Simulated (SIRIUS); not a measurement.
Write the native input for SIRIUS 7.10.0 that does the following.

```
Task                : single point
Functional          : PBE
Potentials or basis : PseudoDojo 0.4.1 PBE standard (scalar relativistic)
Cutoff              : 557 eV
Density cutoff      : 2229 eV
k mesh              : 11 × 11 × 11
Occupations         : fermi-dirac, width 0.05 eV
Spin                : no spin polarisation
Libxc names         : ["XC_GGA_X_PBE", "XC_GGA_C_PBE"]
Energy tol          : 1e-08 Ha
Density tol         : 1e-06
Mixer               : anderson
Mixing beta         : 0.7
Max scf             : 100
```

Crystal: Al.

```
Al
1.0
     0.00000    2.02481    2.02481
     2.02481    0.00000    2.02481
     2.02481    2.02481    0.00000
Al
1
Direct
  0.00000 0.00000 0.00000
```

The input as run:

sirius.json

```json
{
  "control": {
    "processing_unit": "cpu",
    "verbosity": 2,
    "num_bands_to_print": 7,
    "print_forces": true,
    "print_stress": true
  },
  "parameters": {
    "electronic_structure_method": "pseudopotential",
    "xc_functionals": ["XC_GGA_X_PBE", "XC_GGA_C_PBE"],
    "gk_cutoff": 6.4,
    "pw_cutoff": 12.8,
    "ngridk": [11, 11, 11],
    "shiftk": [0, 0, 0],
    "smearing": "fermi_dirac",
    "smearing_width": 0.0018374661,
    "num_bands": 7,
    "num_mag_dims": 0,
    "num_dft_iter": 100,
    "energy_tol": 1e-08,
    "density_tol": 1e-06
  },
  "iterative_solver": {
    "type": "davidson",
    "min_tolerance": 1e-10
  },
  "mixer": {
    "type": "anderson",
    "beta": 0.7,
    "max_history": 8
  },
  "settings": {
    "tol_ne": 1e-10
  },
  "unit_cell": {
    "lattice_vectors": [
      [0.0, 3.826326905773, 3.826326905773],
      [3.826326905773, 0.0, 3.826326905773],
      [3.826326905773, 3.826326905773, 0.0]
    ],
    "atom_coordinate_units": "lattice",
    "atom_types": ["Al"],
    "atom_files": {
      "Al": "Al.json"
    },
    "atoms": {
      "Al": [
        [0.0, 0.0, 0.0]
      ]
    }
  }
}
```

Potentials or basis: PseudoDojo 0.4.1 PBE standard (scalar relativistic).

Launch:

```bash
$ upf_to_json Al.upf
$ OMP_NUM_THREADS=1 sirius.scf --input=sirius.json --output=out.json --task=0
```

It gave:

| Property | Result |
| --- | --- |
| Pressure | -0.7 GPa |
| Band gap on the k mesh | none (metal or under the smearing width) |

Wall time 5.5 s on 1 thread of Arm Neoverse V2, with other jobs on the host, peak memory 0.18 GiB.
